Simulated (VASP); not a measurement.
Here is a VASP 6.6.1 calculation.

The input INCAR:

```
SYSTEM = H13O6F
PREC = Accurate
ENCUT = 520
EDIFF = 1E-6
ISMEAR = -1
SIGMA = 0.05
LREAL = Auto
LASPH = .TRUE.
NELM = 100
ALGO = Normal
ISIF = 2
LWAVE = .FALSE.
LCHARG = .FALSE.
NBANDS = 44
```

The input KPOINTS:

```
regular mesh
0
G
  1 1 1
  0 0 0
```

Contents of POSCAR:

```
H13O6F
1.0
    5.9814240000      0.0000000000      0.0000000000
    0.0000000000      5.9814240000      0.0000000000
    0.0000000000      0.0000000000      5.9814240000
O H F
6 13 1
Direct
    0.5271988744      0.3648629490      0.9719591856
    0.1823646008      0.1674852008      0.2388060101
    0.3395679691      0.7255630097      0.8499146691
    0.7935401336      1.0463896223      0.6682522423
    0.8712808187      0.4500433342      0.2045833902
    1.0087564433      0.8602466570      0.0145951867
    0.6635209275      0.4083642959      1.0603829456
    0.5869338138      0.2618941576      0.8520379094
    0.3094079269      0.2352115483      0.1583402213
    0.2620947788      0.0883234494      0.3707645537
    0.4350970605      0.5804805010      0.8766307154
    0.1621520227      0.7927209307      0.9204664307
    0.8904401360      1.1542736312      0.5933704081
    0.6383596949      1.0333158124      0.5831387308
    0.9470152927      0.5893579857      0.1441295584
    1.0037910705      0.3506188493      0.2333892398
    1.0529432456      1.0171156567      0.0898448262
    0.8950209850      0.9160862029     -0.1062121662
    0.3700289429      0.8071990884      0.7112520363
    0.4016936435      0.9831772501      0.5301914728
```

Potentials or basis: VASP PAW LDA potentials, release 64 (O, H, F).

Run with:

```bash
$ cat potpaw_LDA.64/O/POTCAR potpaw_LDA.64/H/POTCAR potpaw_LDA.64/F/POTCAR > POTCAR
$ mpirun -np 1 vasp_gam > vasp.out
```

(1) Predict the largest force.

(2) What does it give for the pressure?

Answers

(1) 2.551 eV/Å.

(2) -1.1 GPa.
